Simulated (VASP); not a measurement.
Write the native input for VASP 6.6.1 that does the following.

```yaml
Task: single point
Functional: RPBE
Potentials_or_basis: VASP PAW PBE potentials, release 64 (Gd)
Cutoff: 520 eV
k_mesh: 9 × 9 × 9
Occupations: gaussian, width 0.02 eV
Spin: collinear spin, ferromagnetic start
Starting_moments: "[7.0] μB"
Further_INCAR_settings: ALGO = Normal; EDIFF = 1e-07; NBANDS = 19
```

The structure of Gd lies in POSCAR:

```
Gd
3.6569
    0.000000000000      0.707106862506      0.707106862506
    0.707106862506      0.000000000000      0.707106862506
    0.707106862506      0.707106862506      0.000000000000
Gd
1
Direct
    0.0000000000      0.0000000000      0.0000000000
```

This isn't the form of Gd at room conditions, which is hcp.

One way to write it, as run:

INCAR

```
SYSTEM = Gd
  PREC = Accurate
  ENCUT = 520
  EDIFF = 1E-7
  ISMEAR = 0
  SIGMA = 0.02
  LREAL = .False.
  LASPH = .True.
  NELM = 150
  ALGO = Normal
  ISIF = 2
  LWAVE = .False.
  LCHARG = .False.
  ISPIN = 2
  MAGMOM = 7
  LORBIT = 11
  LMAXMIX = 6
  GGA = RP
  NBANDS = 19
```

KPOINTS

```
Automatic mesh
0
Gamma
  9 9 9
  0 0 0
```

Potentials or basis: VASP PAW PBE potentials, release 64 (Gd).

Launch:

```bash
$ cat potpaw_PBE.64/Gd/POTCAR > POTCAR
$ mpirun -np 1 vasp_std > vasp.out
```

It gave:

```
Pressure                                              : 0.5 GPa
Band gap on the k mesh                                : none (metal or under the smearing width)
Net moment                                            : 7.79 μB per cell
Site moments                                          : Gd +7.03 μB
Valence electrons inside the program's atomic spheres : Gd 15.18
```

Caveat: the PAW data sets were made with another functional, which shifts forces and pressure a little; spin-orbit coupling is left out, which moves the levels of the heavy elements.

Wall time 54 s on 1 thread of AMD EPYC 9R45 96-Core Processor (Zen 5), with other jobs on the host, peak memory 0.17 GiB.
